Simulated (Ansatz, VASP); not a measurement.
## Two plane-wave programs on NaI

```
CELL_PARAMETERS angstrom
0.00000 3.23640 3.23640
3.23640 0.00000 3.23640
3.23640 3.23640 0.00000
ATOMIC_POSITIONS crystal
Na 0.00000 0.00000 0.00000
I 0.54000 0.50000 0.50000
```

Measurements of this composition are mostly on another form, of space group No. 225.

Alike in both runs: task single point; functional PBEsol; k mesh 4 × 4 × 4; no spin polarisation.

```csv
,VASP,Ansatz
version,VASP 6.6.1,Ansatz 0.2.0
potentials or method,"VASP PAW PBE potentials, release 64 (Na_pv, I)","plane waves, PAW"
plane-wave cutoff (eV),520,470
occupations,"gaussian, width 0.01 eV",fixed
valence electrons in the cell,14,26
```

|  | VASP | Ansatz | Ansatz less VASP |
| --- | --- | --- | --- |
| gap on the k mesh at the Fermi level (eV) | 3.51 | 3.51 | +0.004 |
| rms of the force components (eV/Å) | 0.092 | 0.091 | -0.0014 |

Atom by atom the forces differ by 0.001 eV/Å (rms over components). The two sets of potentials don't hold the same shells in valence.

Caveats: the k mesh is coarse (spacing up to 0.42 Å⁻¹), so the values aren't converged; the PAW data sets were made with another functional, which shifts forces and pressure a little (VASP); spin-orbit coupling is left out, which moves the levels of the heavy elements. As with any semilocal functional, this PBEsol gap is likely too small.
